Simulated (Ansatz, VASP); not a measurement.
# N in VASP and in Ansatz

INCAR

```
SYSTEM = N
  PREC = Accurate
  ENCUT = 520
  EDIFF = 1E-7
  ISMEAR = -1
  SIGMA = 0.05
  LREAL = .FALSE.
  LASPH = .TRUE.
  NELM = 100
  ALGO = Fast
  ISIF = 2
  LWAVE = .FALSE.
  LCHARG = .FALSE.
  GGA = PE
  NBANDS = 8
```

Contents of KPOINTS:

```
regular mesh
0
G
  16 16 16
  0 0 0
```

POSCAR

```
N
1.0
   -1.2185361238      1.2185361238      1.2185361238
    1.2185361238     -1.2185361238      1.2185361238
    1.2185361238      1.2185361238     -1.2185361238
N
1
Direct
    0.0000000000      0.0000000000      0.0000000000
```

Input for Ansatz:

```yaml
crystal:
  lattice:
    - [-1.2185361238, 1.2185361238, 1.2185361238]
    - [1.2185361238, -1.2185361238, 1.2185361238]
    - [1.2185361238, 1.2185361238, -1.2185361238]
  atoms:
    - { symbol: "N", position: [0.0, 0.0, 0.0] }
kpoints:
  mp_grid: { grid: [16, 16, 16] }
scf:
  occupations: { method: fermi_dirac, width: 0.05 }
hamiltonian:
  xc: pbe
  pseudopotentials:
    kind: all_electron
    lapw: { basis_error: 0.00025, muffin_tin_radii: { "N": 0.731 } }
output:
  forces: true
  stress: true
  eigenvalues: true
```

Alike in both runs: task single point; functional PBE; k mesh 16 × 16 × 16; occupations fermi-dirac, width 0.05 eV; no spin polarisation.

|  | VASP | Ansatz |
| --- | --- | --- |
| version | VASP 6.6.1 | Ansatz 0.2.0 |
| potentials or method | VASP PAW PBE potentials, release 64 (N) | all-electron LAPW, scalar-relativistic |
| plane-wave cutoff (eV) | 520 | see its input |

```csv
,VASP,Ansatz,Ansatz less VASP
pressure (GPa),-0.3,0.0,+0.27
```

Ansatz ran all-electron here, so the differences hold the error of VASP's frozen core and of both bases.
